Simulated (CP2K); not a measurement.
Convergence study of shifted k-point meshes for LiI (I4mm, 2 atoms in the cell)

```yaml
crystal:
  lattice:
    - [4.27807, 0.00000, 0.00000]
    - [2.13903, 3.70491, 0.00000]
    - [2.13903, 1.23497, 3.49303]
  atoms:
    - { symbol: Li, position: [0.00826, 0.00826, 0.99174] }
    - { symbol: I, position: [0.50000, 0.50000, 0.50000] }
```

Computed with PBE, GPW, DZVP-MOLOPT-SR-GTH basis, GTH-PBE potentials (GTH_POTENTIALS) (CP2K 2026.2).

Base settings: CUTOFF = 400 Ry; REL_CUTOFF = 50 Ry; SMEAR/METHOD = FERMI_DIRAC; ELECTRONIC_TEMPERATURE = 580.23 K; KPOINTS/SCHEME = MONKHORST-PACK 3 3 3; XC_FUNCTIONAL = PBE; Li/BASIS_SET = DZVP-MOLOPT-SR-GTH; Li/POTENTIAL = GTH-PBE-q3; I/BASIS_SET = DZVP-MOLOPT-SR-GTH; I/POTENTIAL = GTH-PBE-q7.

Shifted meshes do not hold Γ, so a gap read on them misses any band edge there.

Only quantities that move along the ladder and can be compared are tabulated.

The starting cell has typed, rounded lattice constants, without a prior relaxation at this level. Its lattice was rescaled by up to half a per cent. One atom was moved a little off its site on purpose. Spin-orbit coupling is off. Values carry the incompleteness of an atom-centred basis.

```csv
KPOINTS/SCHEME,free energy less the last step's (meV/atom),gap on the mesh (eV)
MONKHORST-PACK 2 2 2,0.86,5.395
MACDONALD 3 3 3 0.1666666667 0.1666666667 0.1666666667,1.31,4.996
MONKHORST-PACK 4 4 4,-0.35,4.732
MACDONALD 5 5 5 0.1 0.1 0.1,0.14,4.555
MONKHORST-PACK 6 6 6,-0.04,4.439
MACDONALD 7 7 7 0.07142857143 0.07142857143 0.07142857143,0.02,4.364
MONKHORST-PACK 8 8 8,-0.01,4.315
MACDONALD 9 9 9 0.05555555556 0.05555555556 0.05555555556,0.00,4.282
MONKHORST-PACK 10 10 10,0.00,4.258
MACDONALD 11 11 11 0.04545454545 0.04545454545 0.04545454545,0.00,4.239
MONKHORST-PACK 12 12 12,0.00,4.223
MONKHORST-PACK 14 14 14,0.00,4.202
MACDONALD 15 15 15 0.03333333333 0.03333333333 0.03333333333,0.00,4.195
MACDONALD 17 17 17 0.02941176471 0.02941176471 0.02941176471,0.00,4.184
MONKHORST-PACK 18 18 18,0.00,4.179
```

Coarsest KPOINTS/SCHEME that holds the free energy within 1 meV/atom of the last step, with all finer ones: MONKHORST-PACK 4 4 4; the step before is off by 1.3 meV/atom.
